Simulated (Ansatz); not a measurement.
Ge:

```xyz
2
Lattice="1.4881 -2.5947 0.0000 1.4881 2.5947 0.0000 0.0000 0.0000 4.7276" Properties=species:S:1:pos:R:3 pbc="T T T"
Ge    1.4881    0.8643    1.1819
Ge    1.4881   -0.8643    3.5457
```

This isn't the form of Ge at room conditions, which is diamond.

```yaml
Program: Ansatz 0.2.0
Task: relaxation of cell and atoms
Functional: BLYP
Potentials_or_basis: Ansatz PAW
Cutoff: "420 eV (not typed: the program's choice for these potentials)"
k_mesh: 10 × 10 × 6
Occupations: fermi-dirac, width 0.05 eV
Spin: no spin polarisation
```

At the start: volume 18.25 Å³/atom.

Q: How do energy, volume and symmetry change on relaxing?

A: It ends after 15 steps and the volume is 21.46 Å³/atom (+17.6 %); space group Fmmm (No. 69, to 0.05 Å).

Step by step:
| step | energy change (eV) | largest force (eV/Å) | volume (Å³) |
| --- | --- | --- | --- |
| 1 | 0.0000 | 0.0005 | 36.51 |
| 2 | -0.1856 | 0.0038 | 41.38 |
| 3 | -0.1940 | 0.0055 | 42.45 |
| 4 | -0.1954 | 0.0190 | 42.53 |
| 5 | -0.1978 | 0.0471 | 42.84 |
| 6 | -0.2057 | 0.0702 | 43.34 |
| 7 | -0.2116 | 0.0457 | 43.55 |
| 8 | -0.2208 | 0.0024 | 42.79 |
| 9 | -0.2250 | 0.0032 | 42.73 |
| 10 | -0.2254 | 0.0013 | 42.73 |
| 11 | -0.2254 | 0.0002 | 42.72 |
| 12 | -0.2296 | 0.0003 | 42.72 |
| 13 | -0.2298 | 0.0000 | 42.88 |
| 14 | -0.2298 | 0.0000 | 42.92 |
| 15 | -0.2298 | 0.0000 | 42.92 |

Final structure:
```cif
data_structure
_symmetry_space_group_name_H-M 'P 1'
_symmetry_Int_Tables_number 1
_cell_length_a 3.0928
_cell_length_b 3.0928
_cell_length_c 5.2077
_cell_angle_alpha 90.000
_cell_angle_beta 90.000
_cell_angle_gamma 120.505
_cell_volume 42.92
loop_
_atom_site_label
_atom_site_type_symbol
_atom_site_fract_x
_atom_site_fract_y
_atom_site_fract_z
_atom_site_occupancy
Ge1 Ge 0.25003 0.74997 0.25000 1
Ge2 Ge 0.74997 0.25003 0.75000 1
```

Caveat: the volume moved by over 15 % at a fixed basis, so the end points are rough; the plane-wave basis is chosen anew once the cell has moved, so the energies of steps on either side of that aren't comparable; the PAW data sets come from PBE, with cores solved anew for the run's functional, which leaves a small shift of forces and pressure.
